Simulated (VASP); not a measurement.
K, 1 atom in the cell. The structure is cubic, space group Fm-3m (No. 225). Conventional cell: a = 6.579 Å, b = 6.579 Å, c = 6.579 Å, α = 90.00°, β = 90.00°, γ = 90.00°. This isn't the form of K at room conditions, which is bcc.

| Item | Value |
| --- | --- |
| Program | VASP 6.6.1 |
| Task | relaxation of cell and atoms |
| Functional | PBEsol |
| Potentials or basis | VASP PAW PBE potentials, release 64 (K_sv) |
| Cutoff | 600 eV |
| k mesh | 12 × 12 × 12 |
| Occupations | gaussian, width 0.1 eV |
| Spin | no spin polarisation |
| Dipole correction | no |
| Further INCAR settings | ALGO = Fast; EDIFF = 1e-07; IBRION = 2; EDIFFG = -0.005; NSW = 100; ISIF = 3 |

Potentials or basis: VASP PAW PBE potentials, release 64 (K_sv).

Command:

```sh
$ cat potpaw_PBE.64/K_sv/POTCAR > POTCAR
$ mpirun -np 1 vasp_std > vasp.out
```

Hardware: 1 thread of Intel(R) Xeon(R) Platinum 8488C (Sapphire Rapids), with other jobs on the host.

Problem. Estimate the wall time of this run.

Solution. Wall time 40 s on 1 thread of Intel(R) Xeon(R) Platinum 8488C (Sapphire Rapids) (shared host), peak memory 0.25 GiB. Counts: scf iterations 16, k points 72, ion steps 1.
